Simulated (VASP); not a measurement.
Co: work function with PBE

Co, a sheet with vacuum:

```
Co
1.0
     2.34715    0.00000    0.00000
    -1.17358    2.03269    0.00000
     0.00000    0.00000   23.80000
Co
1
Direct
  0.00000 0.00000 0.29412
```

The cell was built by a generator and needn't be a form met in nature.

- Program: VASP 6.6.1
- Task: work function
- Functional: PBE
- Potentials or basis: VASP PAW PBE potentials, release 64 (Co)
- Cutoff: 520 eV
- k mesh: 13 × 13 × 1
- Occupations: gaussian, width 0.05 eV
- Spin: collinear spin, ferromagnetic start
- Starting moments: [2.0] μB
- Dipole correction: yes
- Further INCAR settings: ALGO = Normal; EDIFF = 1e-06

```json
{
 "Band gap on the k mesh": "none (metal or under the smearing width)",
 "Net moment": "1.72 μB per cell",
 "Site moments": "Co +1.77 μB",
 "Valence electrons inside the program's atomic spheres": "Co 8.13",
 "Work function of the upper face": "5.20 eV",
 "Work function of the lower face": "5.20 eV"
}
```

Levels at points of the mesh, in eV from the Fermi level:
Spin up:
```tsv
k point	band 1	band 2	band 3	band 4	band 5	band 6	band 7	band 8	band 9
(0.00, 0.00, 0.00)	-6.38	-2.87	-2.46	-2.46	-1.21	-1.21	0.31	4.79	5.25
```
Spin down:
```csv
k point,band 1,band 2,band 3,band 4,band 5,band 6,band 7,band 8
"(0.00, 0.00, 0.00)",-6.15,-1.44,-0.86,-0.86,0.23,0.95,0.95,4.70
```

Run time: 39 s on 1 thread of AMD EPYC 9R45 96-Core Processor (Zen 5), on a shared host, peak memory 0.24 GiB.
